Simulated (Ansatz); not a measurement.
Runs of Ansatz 0.2.0 on TePt. It takes space group R-3m (No. 166, trigonal). The conventional cell has a = 3.963 Å, b = 3.963 Å, c = 19.983 Å, α = 90.00°, β = 90.00°, γ = 120.00°. Pt (site symmetry 3m) is surrounded by 3 Te at 2.59 Å and 3 Pt at 2.72 Å. Te (site symmetry 3m) has 3 Pt at 2.59 Å as nearest neighbours. 

| task | level | U | cell | cutoff (eV) | gap on the mesh (eV) | pressure (GPa) | largest force (eV/Å) |
| --- | --- | --- | --- | --- | --- | --- | --- |
| relaxation of cell and atoms | PBEsol | - | relaxed to 20 GPa | - | - | 20.0 | - |
| relaxation of cell and atoms | PBEsol | - | relaxed to 5 GPa | - | - | 5.0 | - |
| density of states | PBEsol+U | Pt d U = 6 eV | as given | 288 | none | -0.1 | 0.17 |
| density of states | PBEsol+U | Pt d U = 8 eV | as given | 288 | none | 0.3 | (a) |
| relaxation of cell and atoms | PBEsol | - | relaxed to 30 GPa | - | - | 30.0 | - |

Alike in all rows: potentials or basis all-electron LAPW, scalar-relativistic; no spin polarisation; k mesh 8 × 8 × 8; smearing fermi-dirac 0.05 eV; basis error allowed 0.002 eV/atom.

Task: Fill in the values left out.

Result: (a) 0.22.

Caveats: U is the effective U less J, on atomic orbitals that reach past the spheres (some runs); U without spin polarisation on a metal has little footing (some runs); the U is typed as a test and isn't derived for this compound (some runs); the density of states is complete only up to the lowest level of the last band computed (some runs).

A k mesh can miss the band edges, and the runs leave out spin-orbit coupling on Pt, Te.

A gap of «none» marks a metal or a gap under the smearing width.
